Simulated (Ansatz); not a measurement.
`O=C(O)C(=O)O`. Total charge 0; spin multiplicity 1.

| atom | x (Å) | y (Å) | z (Å) |
| --- | --- | --- | --- |
| O1 | -1.358 | 1.073 | -0.222 |
| C2 | -0.766 | 0.055 | -0.023 |
| O3 | -1.321 | -1.133 | 0.187 |
| C4 | 0.766 | -0.056 | 0.022 |
| O5 | 1.358 | -1.075 | 0.215 |
| O6 | 1.321 | 1.134 | -0.183 |
| H7 | -2.280 | -1.006 | 0.148 |
| H8 | 2.280 | 1.007 | -0.144 |

(1) What are the harmonic wavenumbers in cm⁻¹ at PBE0-D4/def2-TZVP (Ansatz, finite differences of forces, unscaled)? (Estimate.)

(2) Is this a minimum?

(3) Give the ideal-gas thermochemistry at 298.15 K and 1 bar (rigid rotor, harmonic oscillator; point group C2h, symmetry number 2).

(4) Rotational constants (cm⁻¹)?

## Answers

(1) Ansatz gave: 21, 263, 424, 429, 534, 627, 644, 683, 804, 854, 1165, 1218, 1346, 1441, 1863, 1874, 3786, 3787.

(2) Yes, all 18 modes are real.

(3) Zero-point energy 130.2 kJ/mol; H(298) − E = 147.3 kJ/mol; entropy 319.6 J/(mol·K), of which translation 165.0, rotation 104.1, vibration 50.5; G(298) − E = 52.0 kJ/mol. Modes under 100 cm⁻¹ are hindered rotations or soft bends, so the harmonic entropy is rough.

(4) 0.2046, 0.1205, 0.07585.
